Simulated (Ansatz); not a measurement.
**BAs: properties at the relaxed cell**

The task here is to estimate one member of a computed series from the others.

Method: DFT PBE, scalar-relativistic, plane waves, PAW, in Ansatz 0.2.0.

1 further run of the same task is left out (set aside as unsound or not needed).

### The starting structure

It takes space group F-43m (No. 216, cubic). Conventional cell: a = 4.809 Å, b = 4.809 Å, c = 4.809 Å, α = 90.00°, β = 90.00°, γ = 90.00°. B (site symmetry -43m) has 4 As at 2.08 Å as nearest neighbours. As (site symmetry -43m) is surrounded by 4 B at 2.08 Å.

Structure file:

```
CELL_PARAMETERS angstrom
0.00000 2.40441 2.40441
2.40441 0.00000 2.40441
2.40441 2.40441 0.00000
ATOMIC_POSITIONS crystal
B 0.00000 0.00000 0.00000
As 0.25000 0.25000 0.25000
```

It is the result of an earlier relaxation at this level (volume 13.90 Å³/atom; gap on the mesh: 1.20 eV).

Set-up of the first run:

input.yaml

```yaml
crystal:
  lattice:
    - [0.0, 2.4044111663, 2.4044111663]
    - [2.4044111663, 0.0, 2.4044111663]
    - [2.4044111663, 2.4044111663, 0.0]
  atoms:
    - { symbol: B, position: [0.0, 0.0, 0.0] }
    - { symbol: As, position: [0.25, 0.25, 0.25] }
basis:
  ecutwfc: 420
kpoints:
  mp_grid: { grid: [10, 10, 10] }
  band_path:
    path:
      - [[0.0, 0.0, 0.0], [-0.5, -0.5, 0.0], [-0.375, -0.375, 0.25]]
      - [[-0.375, 0.0, 0.375], [0.0, 0.0, 0.0], [0.0, 0.0, 0.5], [-0.5, -0.25, 0.25], [-0.5, -0.5, 0.0]]
    npoints: 14
hamiltonian:
  xc: pbe
scf:
  occupations: { method: gaussian, width: 0.02 }
  n_extra_bands: 6
output:
  forces: true
  stress: true
  eigenvalues: true
  populations: true
  dos: { projected: true, de: 0.02, nscf_kmesh: { grid: [15, 15, 15] } }
  bader: true
  write_density: true
  write_potential: true
  elf: true
  volumetric_format: npy
```

On the command line:

```
ansatz run input.yaml --threads 1 --pin off --max-ram 2560MiB --backend cpu --events-out ev --progress --plain --runs-dir out
```

Among the steps run: Bands, states and charges; Band edges anywhere in the zone; Levels beside the edges; The cell scaled to 0.97 of its volume; Point at V/V0 = 1.03; Volume × 0.94; Point at V/V0 = 1.06.

One of the session's tables, all rows but one given; the rest of the session is left out.

It belongs to the step «Equation of state». 

| volume (Å³/atom) | energy above the lowest point (meV/atom) | pressure (GPa) | gap on the mesh (eV) |
| --- | --- | --- | --- |
| 13.066 | 23.0 | 9.28 | 1.14 |
| 13.483 | ? | ? | ? |
| 13.900 | 0.0 | 0.04 | 1.20 |
| 14.317 | 4.8 | -3.62 | 1.23 |
| 14.734 | 18.4 | -6.75 | 1.26 |

Q: Estimate the row for volume (Å³/atom) = 13.483 from the others.

Worked estimate for «energy above the lowest point (meV/atom)». A straight line through the neighbours (13.066, 23.0) and (13.900, 0.0) gives 23.0 + (0.0 − 23.0) × (13.483 − 13.066) / (13.900 − 13.066) = 11.5; a parabola fitted to 3 rows on both sides gives 6.1.

**Answer.** energy above the lowest point (meV/atom): 5.5; pressure (GPa): 4.31; gap on the mesh (eV): 1.17. In «energy above the lowest point (meV/atom)» the line misses by +6.0 and the parabola by +0.6.
